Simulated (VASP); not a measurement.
Te:

```
CELL_PARAMETERS angstrom
4.45400 0.00000 0.00000
-2.22700 3.85728 0.00000
0.00000 0.00000 5.92400
ATOMIC_POSITIONS crystal
Te 0.26900 0.00000 0.33333
Te 0.00000 0.26900 0.66667
Te 0.73100 0.73100 0.00000
```

```yaml
Program: VASP 6.6.1
Task: relaxation of cell and atoms
Functional: rev-vdW-DF2
Potentials_or_basis: VASP PAW PBE potentials, release 64 (Te)
Cutoff: 600 eV
k_mesh: 9 × 9 × 6
Occupations: gaussian, width 0.03 eV
Spin: no spin polarisation
```

At the start: pressure 0.7 GPa; volume 33.93 Å³/atom.

Where does the relaxation end?

Over 9 steps the energy falls by 5.5 meV/atom and the volume is 33.51 Å³/atom (-1.2 %); space group P3_121 (No. 152, to 0.05 Å).

The path:
| step | energy change (eV) | largest force (eV/Å) | pressure (GPa) | volume (Å³) |
| --- | --- | --- | --- | --- |
| 1 | 0.0000 | 0.2283 | 0.75 | 101.78 |
| 2 | -0.0056 | 0.0422 | -0.71 | 104.12 |
| 3 | -0.0071 | 0.0971 | -0.27 | 103.37 |
| 4 | -0.0097 | 0.0847 | -0.22 | 102.88 |
| 5 | -0.0151 | 0.0488 | -0.04 | 101.41 |
| 6 | -0.0127 | 0.0162 | 0.51 | 98.49 |
| 7 | -0.0163 | 0.0248 | 0.15 | 100.33 |
| 8 | -0.0160 | 0.0268 | -0.29 | 100.90 |
| 9 | -0.0165 | 0.0057 | -0.01 | 100.53 |

Final structure:
```cif
data_structure
_symmetry_space_group_name_H-M 'P 1'
_symmetry_Int_Tables_number 1
_cell_length_a 4.3952
_cell_length_b 4.3952
_cell_length_c 6.0094
_cell_angle_alpha 90.000
_cell_angle_beta 90.000
_cell_angle_gamma 120.000
_cell_volume 100.53
loop_
_atom_site_label
_atom_site_type_symbol
_atom_site_fract_x
_atom_site_fract_y
_atom_site_fract_z
_atom_site_occupancy
Te1 Te 0.27932 0.00000 0.33333 1
Te2 Te 0.00000 0.27932 0.66667 1
Te3 Te 0.72068 0.72068 0.00000 1
```

Caveat: the PAW data sets were made with another functional, which shifts forces and pressure a little.
